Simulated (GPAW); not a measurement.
The system is Pt.

```
Pt
1.0
    -1.58422    1.58422    1.58422
     1.58422   -1.58422    1.58422
     1.58422    1.58422   -1.58422
Pt
1
Direct
  0.00000 0.00000 0.00000
```

This isn't the form of Pt at room conditions, which is fcc.

| Property | Result |
| --- | --- |
| Program | GPAW 26.7.0 |
| Task | single point |
| Functional | PBE |
| Potentials or basis | GPAW PAW data sets (gpaw-data 1.2.1) |
| Cutoff | 600 eV |
| Basis | pw |
| k mesh | 12 × 12 × 12 |
| Occupations | fermi-dirac, width 0.05 eV |
| Spin | no spin polarisation |

On this cell: pressure -1.7 GPa; band gap on the k mesh none (metal or under the smearing width).

The same run follows on a disturbed copy (cell strained at random at fixed volume):

```
CELL_PARAMETERS angstrom
-1.51792 1.61257 1.57266
1.58438 -1.59122 1.61776
1.52358 1.59687 -1.55131
ATOMIC_POSITIONS crystal
Pt 0.98769 0.99114 0.98751
```

Question: What does the disturbed cell give?

Answer: The energy (extrapolated to zero smearing) moves by +12.0 meV/atom; pressure -1.2 GPa; band gap on the k mesh none (metal or under the smearing width).

Stress tensor (GPa, compression positive):
```
-2.65 -0.15 -5.80
-0.15 -0.14 -1.99
-5.80 -1.99 -0.95
```
